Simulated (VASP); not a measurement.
# CdS (Hawleyite) (F-43m) in VASP: notebook, part 2 of 2

VASP 6.6.1.

## (3) Band structure, LDA

The input, INCAR:

```
SYSTEM = CdS
ALGO     = Normal         ! electronic algorithm
EDIFF    = 1E-6           ! SCF threshold, eV
ENCUT    = 520            ! plane-wave cutoff, eV
GGA      = CA             ! functional
ISIF     = 2              ! what is computed and relaxed
ISMEAR   = 0              ! smearing method
LASPH    = .TRUE.         ! aspherical terms in the spheres
LCHARG   = .FALSE.        ! write CHGCAR
LREAL    = .FALSE.        ! projectors in reciprocal space
LWAVE    = .FALSE.        ! write WAVECAR
NBANDS   = 16             ! bands
NELM     = 80             ! most SCF steps
PREC     = Accurate       ! precision mode
SIGMA    = 0.03           ! smearing width, eV
```

The input, KPOINTS:

```
k-points
0
G
  8 8 8
  0 0 0
```

The input, POSCAR:

```
CdS                                     
1.0
    0.0000000000      2.9176352628      2.9176352628
    2.9176352628      0.0000000000      2.9176352628
    2.9176352628      2.9176352628      0.0000000000
  Cd              S             
     1     1
Direct
     1.0000000000000000    1.0000000000000000    1.0000000000000000
     0.2500000000000000    0.2500000000000000    0.2500000000000000
```

KPOINTS_OPT is that of step 2.

Potentials or basis: VASP PAW LDA potentials, release 64 (Cd, S).

Command:

```
> cat potpaw_LDA.64/Cd/POTCAR potpaw_LDA.64/S/POTCAR > POTCAR
> mpirun -np 1 vasp_std > vasp.out
```

OUTCAR:

```text
SYSTEM = CdS
   EDIFF = 1E-6
   ENCUT = 520
   GGA = CA
   ISIF = 2
   ISMEAR = 0
   LASPH = .TRUE.
   LREAL = .FALSE.
   NELM = 80
   PREC = Accurate

 ion  position               nearest neighbor table
   1  0.000  0.000  0.000-   2 2.53   2 2.53   2 2.53   2 2.53
   2  0.250  0.250  0.250-   1 2.53   1 2.53   1 2.53   1 2.53

  LATTYP: Found a face centered cubic cell.
 ALAT       =     5.8352705256

  Lattice vectors:

 A1 = (   0.0000000000,   2.9176352628,   2.9176352628)
 A2 = (   2.9176352628,   0.0000000000,   2.9176352628)
 A3 = (   2.9176352628,   2.9176352628,   0.0000000000)

Analysis of symmetry for initial positions (statically):
=====================================================================
 Subroutine PRICEL returns:
 Original cell was already a primitive cell.

 Routine SETGRP: Setting up the symmetry group for a
 face centered cubic supercell.

 Subroutine GETGRP returns: Found 24 space group operations
 (whereof 24 operations were pure point group operations)
 out of a pool of 48 trial point group operations.

The static configuration has the point symmetry T_d .

Analysis of symmetry for dynamics (positions and initial velocities):
=====================================================================
 Subroutine PRICEL returns:
 Original cell was already a primitive cell.

 Routine SETGRP: Setting up the symmetry group for a
 face centered cubic supercell.

 Subroutine GETGRP returns: Found 24 space group operations
 (whereof 24 operations were pure point group operations)
 out of a pool of 48 trial point group operations.

The dynamic configuration has the point symmetry T_d .

 Subroutine INISYM returns: Found 24 space group operations
 (whereof 24 operations are pure point group operations),
 and found     1 'primitive' translations

[... 107 lines left out ...]
   EMIN   =  10.00;   EMAX   =-10.00  energy-range for DOS
   EFERMI =   0.00;   METHOD = LEGACY
   ISMEAR =     0;   SIGMA  =   0.03  broadening in eV -4-tet -1-fermi 0-gaus
   EFERMI_NEDOS =   21; number of points for ismear=-14 and -15
   IALGO  =     38    algorithm
   IMIX   =      4    mixing-type and parameters
     AMIX     =   0.40;   BMIX     =  1.00
     AMIX_MAG =   1.60;   BMIX_MAG =  1.00
  volume/ion in A,a.u.               =      24.84       167.61
  Fermi-wavevector in a.u.,A,eV,Ry     =   1.167145  2.205583 18.534217  1.362227
  Thomas-Fermi vector in A             =   2.303649
   LORBIT       =      0    0 simple, 1 ext, 2 COOP (PROOUT), +10 PAW based schemes
   GGA     = CA    functional components
   LHFCALC =     F    Hartree Fock is set to
   AEXX    =    0.0000 exact exchange contribution
   IVDW    =     0    specifies the selected vdW correction
   LEPSILON=     F    determine dielectric tensor
   LRPA    =     F    only Hartree local field effects (RPA)
 non-spin polarized calculation
 Gauss-broadening in eV      SIGMA  =   0.03
  energy-cutoff  :      520.00
  volume of cell :       49.67
 maximum number of plane-waves:      1363
   NGX = 15   NGY = 15   NGZ = 15

 number of electron      18.0000005 magnetization

 Free energy of the ion-electron system (eV)
  ---------------------------------------------------
  ext. energy  EPLUGINS =         0.00000000
  ---------------------------------------------------
  free energy    TOTEN  =        -7.39708340 eV

  energy without entropy =       -7.39708340  energy(sigma->0) =       -7.39708340

 E-fermi :   1.2715     XC(G=0):  -9.5808

 val. band max:        1.1168327490   @ k =   0.0000   0.0000   0.0000
 cond. band min:       2.0064384710   @ k =   0.0000   0.0000   0.0000
 fundamental gap:      0.8896057220
 Fermi energy:         1.2715266411

 k-point     1 :       0.0000    0.0000    0.0000
  band No.  band energies     occupation
      1     -11.2320      2.00000
      2      -6.6564      2.00000
      3      -6.6564      2.00000
      4      -6.6564      2.00000
      5      -6.1732      2.00000
      6      -6.1732      2.00000
[... 433 lines left out ...]
      3      -6.4533      2.00000
      4      -6.2018      2.00000
      5      -6.1467      2.00000
      6      -5.6716      2.00000
[... 8 lines left out ...]
     15      13.2388      0.00000
     16      14.1927      0.00000

 [... further k-points ...]
[... 5 lines left out ...]
  --------------------------------------------------------------------------------------
  -------------------------------------------------------------------------------------
  Total       -0.6388584     -0.6388584     -0.6388584      0.0000000      0.0000000     -0.0000000
  in kB      -20.6059283    -20.6059283    -20.6059283      0.0000000      0.0000000     -0.0000000
  external PRESSURE =     -20.6059283 kB  Pullay stress =       0.0000000 kB

 VOLUME and BASIS-vectors are now :
 -----------------------------------------------------------------------------
  energy-cutoff  :      520.00
  volume of cell :       49.67
      direct lattice vectors                 reciprocal lattice vectors
     0.000000000  2.917635263  2.917635263    -0.171371661  0.171371661  0.171371661
     2.917635263  0.000000000  2.917635263     0.171371661 -0.171371661  0.171371661
     2.917635263  2.917635263  0.000000000     0.171371661  0.171371661 -0.171371661

 POSITION                                       TOTAL-FORCE (eV/Angst)
 -----------------------------------------------------------------------------------
      0.00000      0.00000      0.00000         0.000000      0.000000      0.000000
      1.45882      1.45882      1.45882        -0.000000     -0.000000     -0.000000
 -----------------------------------------------------------------------------------
    total drift:                                0.000000      0.000000      0.000000

  FREE ENERGIE OF THE ION-ELECTRON SYSTEM (eV)
  ---------------------------------------------------
  free  energy   TOTEN  =        -7.3970834015 eV

  energy  without entropy=       -7.3970834015  energy(sigma->0) =       -7.39708340
```

stdout:

```text
POSCAR found type information on POSCAR CdS
 POSCAR found :  2 types and       2 ions
 scaLAPACK will be used
 LDA part: xc-table for (Slater(with rela. corr.)+CA(PZ))
 , standard interpolation
 POSCAR, INCAR and KPOINTS ok, starting setup
 FFT: planning ... GRIDC
 FFT: planning ... GRID_SOFT
 FFT: planning ... GRID
 WAVECAR not read
 entering main loop
 Start KPOINTS_OPT (optional k-point list driver)
k-point batch [1-29\252]
k-point batch [30-58\252]
k-point batch [59-87\252]
k-point batch [88-116\252]
k-point batch [117-145\252]
k-point batch [146-174\252]
k-point batch [175-203\252]
k-point batch [204-232\252]
k-point batch [233-252\252]
```

Wall time 43 s (1 thread of Intel Xeon 6975P-C (Granite Rapids), shared host); peak memory 0.17 GiB.

What came out:

| Item | Value |
| --- | --- |
| Free energy | -7.3971 eV |
| Pressure | -2.1 GPa |
| Band gap on the k mesh | 0.89 eV, direct |
| Band gap along the path | 0.89 eV, direct |

Levels at the corners of the path, in eV from the valence-band top:
```csv
point,band 7,band 8,band 9,band 10,band 11,band 12
Γ,0.00,0.00,0.00,0.89,6.36,6.36
X,-4.05,-1.92,-1.92,3.31,4.17,8.95
X,-4.05,-1.92,-1.92,3.31,4.17,8.95
W,-4.00,-2.33,-2.25,5.24,5.29,7.02
W,-4.00,-2.33,-2.25,5.24,5.29,7.02
K,-4.03,-2.60,-1.56,4.02,5.29,8.25
K,-4.03,-2.60,-1.56,4.02,5.29,8.25
Γ,0.00,0.00,0.00,0.89,6.36,6.36
Γ,0.00,0.00,0.00,0.89,6.36,6.36
L,-4.51,-0.77,-0.77,2.78,6.84,6.84
L,-4.51,-0.77,-0.77,2.78,6.84,6.84
U,-4.03,-2.60,-1.56,4.02,5.29,8.25
U,-4.03,-2.60,-1.56,4.02,5.29,8.25
W,-4.00,-2.33,-2.25,5.24,5.29,7.02
W,-4.00,-2.33,-2.25,5.24,5.29,7.02
L,-4.51,-0.77,-0.77,2.78,6.84,6.84
L,-4.51,-0.77,-0.77,2.78,6.84,6.84
K,-4.03,-2.60,-1.56,4.02,5.29,8.25
U,-4.03,-2.60,-1.56,4.02,5.29,8.25
X,-4.05,-1.92,-1.92,3.31,4.17,8.95
```

LDA gaps usually lie below the measured ones, often by a third to a half.
